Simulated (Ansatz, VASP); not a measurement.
## CuO (Tenorite) in VASP and in Ansatz

```
Cu O
1.0
     2.37550   -1.73595    0.00000
     2.37550    1.73595    0.00000
    -0.87188    0.00000    5.12602
Cu O
2 2
Cartesian
  0.7518 -0.8569 2.5630
  1.1878 0.8569 0.0000
  1.6637 0.2878 3.8635
  2.0997 -0.2878 1.3005
```

Change from the starting cell: volume scaled by 1.04.

Alike in both runs: task single point; functional LDA; k mesh 10 × 10 × 5; occupations fermi-dirac, width 0.05 eV; no spin polarisation.

|  | VASP | Ansatz |
| --- | --- | --- |
| version | VASP 6.6.1 | Ansatz 0.2.0 |
| potentials or method | VASP PAW LDA potentials, release 64 (Cu, O), cutoff 520 eV | all-electron LAPW, scalar-relativistic |

VASP gave:

- gap on the k mesh at the Fermi level (eV): none
- pressure (GPa): -14.6
- largest component of the traceless stress (GPa): 4.62
- rms of the force components (eV/Å): 0.399

Task: What did Ansatz give for the same quantities?

Result: gap on the k mesh at the Fermi level (eV): none; pressure (GPa): -15.2; largest component of the traceless stress (GPa): 4.91; rms of the force components (eV/Å): 0.400.

Atom by atom the forces differ by 0.018 eV/Å (rms over components). A gap of «none» marks a metal or a gap that the smearing closes. Ansatz ran all-electron here, so the differences hold the error of VASP's frozen core and of both bases.

Caveats: the run has no spin polarisation, though such a crystal can be magnetic; semilocal functionals often make such compounds metallic where correlation or magnetic order opens a gap, which also shifts bond lengths.
